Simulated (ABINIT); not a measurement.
Si2Mo:

```
Mo Si
1.0
    -1.60000    1.60000    3.93050
     1.60000   -1.60000    3.93050
     1.60000    1.60000   -3.93050
Mo Si
1 2
Direct
  0.00000 0.00000 0.00000
  0.66700 0.66700 0.00000
  0.33300 0.33300 0.00000
```

| Item | Value |
| --- | --- |
| Program | ABINIT 10.8.3 (patched build) |
| Task | relaxation of cell and atoms |
| Functional | PBEsol |
| Potentials or basis | JTH PAW PBE v2.0 |
| Cutoff | 408 eV |
| k mesh | 12 × 12 × 12 |
| Occupations | fermi-dirac, width 0.05 eV |
| Spin | no spin polarisation |

At the start: pressure -2.4 GPa; volume 13.42 Å³/atom.

Task: Where does the relaxation end?

Result: Over 6 steps the energy falls by 2.8 meV/atom and the volume is 13.28 Å³/atom (-1.0 %); space group I4/mmm (No. 139, to 0.05 Å).

Step by step:
```
step  energy change (eV)  largest force (eV/Å)  pressure (GPa)  volume (Å³)
   1              0.0000                0.3183           -2.40        40.25
   2             -0.0050                0.2453           -0.75        39.95
   3             -0.0071                0.1378            0.52        39.74
   4             -0.0077                0.0778            0.58        39.74
   5             -0.0083                0.0010            0.20        39.82
   6             -0.0083                0.0018            0.03        39.85
```

Final structure:
```yaml
crystal:
  lattice:
    - [-1.59589, 1.59589, 3.91194]
    - [1.59589, -1.59589, 3.91194]
    - [1.59589, 1.59589, -3.91194]
  atoms:
    - { symbol: Mo, position: [0.00000, 0.00000, 0.00000] }
    - { symbol: Si, position: [0.66497, 0.66497, 0.00000] }
    - { symbol: Si, position: [0.33503, 0.33503, 0.00000] }
```

Caveat: the PAW data sets were made with another functional, which shifts forces and pressure a little.
